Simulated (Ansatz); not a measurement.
Write a Python script for Ansatz 0.2.0, Python API that makes a calculation of the elastic constants of GaN, space group Fm-3m. Level of theory: r2SCAN, PAW, cutoff 550 eV, 9×9×9 k-points, fixed occupations, D3BJATM dispersion.

Input file `POSCAR_gan`:
```text
GaN
1.0
   0.00000000    2.13523500    2.13523500
   2.13523500    0.00000000    2.13523500
   2.13523500    2.13523500    0.00000000
Ga N
1 1
Direct
   0.00000000    0.00000000    0.00000000
   0.50000000    0.50000000    0.50000000
```

The script, `elastic_gan.py`:
```python
import ansatz
from ase.io import read
import numpy as np

XC = "r2scan"
DISPERSION = "d3bjatm"
CUTOFF = 550
FILLING = "fixed"
MAX_SCF = 200
N_EMPTY = 12
KMESH = (9, 9, 9)


def main() -> None:
    atoms = read("POSCAR_gan", format="vasp")
    xtal = ansatz.Crystal.from_ase(atoms)

    base = (
        xtal.calculation()
        .functional(XC, dispersion=DISPERSION)
        .basis(CUTOFF, xc_grid=3)
        .pseudopotentials("paw")
        .occupations(FILLING)
        .scf(max_iterations=MAX_SCF, extra_bands=N_EMPTY, algorithm="direct_min")
        .kpoints(*KMESH)
    )
    res = base.elastic(ansatz.ElasticMode.RELAXED_ION, amplitude=0.003).run(threads=1)
    elastic = res.elastic

    print("C_ij (GPa), Voigt order xx yy zz yz xz xy")
    for row in elastic.c_gpa:
        print(" ".join(f"{value:8.1f}" for value in row))
    print("smallest eigenvalue of C:", round(elastic.stability.min_eigenvalue_gpa, 1), "GPa; tensor positive definite:", elastic.stability.min_eigenvalue_gpa > 0)
    if elastic.stability.min_eigenvalue_gpa > 0:
        for name, value in elastic.moduli.to_plain().items():
            print(f"{name:14s} {value:9.3f}")


if __name__ == "__main__":
    main()
```

```console
$ python elastic_gan.py
C_ij (GPa), Voigt order xx yy zz yz xz xy
   294.3    156.0    156.0      0.0      0.0      0.0
   156.0    294.3    156.0      0.0      0.0     -0.0
   156.0    156.0    294.3      0.0     -0.0     -0.0
     0.0      0.0      0.0    223.6      0.0     -0.0
     0.0     -0.0     -0.0     -0.0    223.6      0.0
     0.0     -0.0     -0.0     -0.0     -0.0    223.6
smallest eigenvalue of C: 138.3 GPa; tensor positive definite: True
k_voigt_gpa      202.107
k_reuss_gpa      202.107
k_hill_gpa       202.107
g_voigt_gpa      161.813
g_reuss_gpa      118.077
g_hill_gpa       139.945
youngs_gpa       341.104
poisson            0.219
```

What to keep in mind:
- The settings weren't tested for convergence.
- With fixed filling the reported Fermi level is the top filled level among the k-points of the SCF.
- A positive definite tensor excludes instabilities under uniform strain alone; phonons elsewhere in the zone can still be imaginary.
- This is a high-temperature or high-pressure form, not the ambient phase.
- At these settings the cell as given stands under about -10 GPa, so it isn't at this functional's equilibrium volume.
- The structure comes from a database of computed cells and needn't be a stable or known phase.
- The constants belong to the cell that was strained; where it wasn't relaxed first it may be under stress.
- Wall time of the script: 100 s on 1 thread of Arm Neoverse V1 (shared host), peak memory 0.6 GiB.
